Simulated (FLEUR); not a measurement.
Crystal: KI.

```xyz
2
Lattice="0.0000 3.5328 3.5328 3.5328 0.0000 3.5328 3.5328 3.5328 0.0000" Properties=species:S:1:pos:R:3 pbc="T T T"
I     3.5328    3.5328    3.5328
K     0.0000    0.0000    0.0000
```

Base run:

* Program: FLEUR MaX-R8.1 (later development tree)
* Functional: AM05
* Potentials or basis: all-electron
* Basis: FLAPW
* Kmax: 4.1 1/bohr
* k mesh: 7 × 7 × 7
* Occupations: fermi-dirac, width 0.05 eV
* Spin: no spin polarisation

Its results: band gap on the k mesh 3.65 eV, direct.

After a change of settings the same cell gave: band gap on the k mesh 4.61 eV, direct. Which change was it?
A. functional from AM05 to SCAN
B. functional from AM05 to r2SCAN
C. functional from AM05 to LDA

A.

SCAN gives the wider gap, since meta-GGAs in the generalised Kohn-Sham scheme recover part of the derivative discontinuity.

Caveats: spin-orbit coupling is left out, which moves the levels of the heavy elements; the meta-GGA is that of a development version, with a GGA for the radial functions and cores and without core tails (some runs).

Not every run made on this cell is shown here.
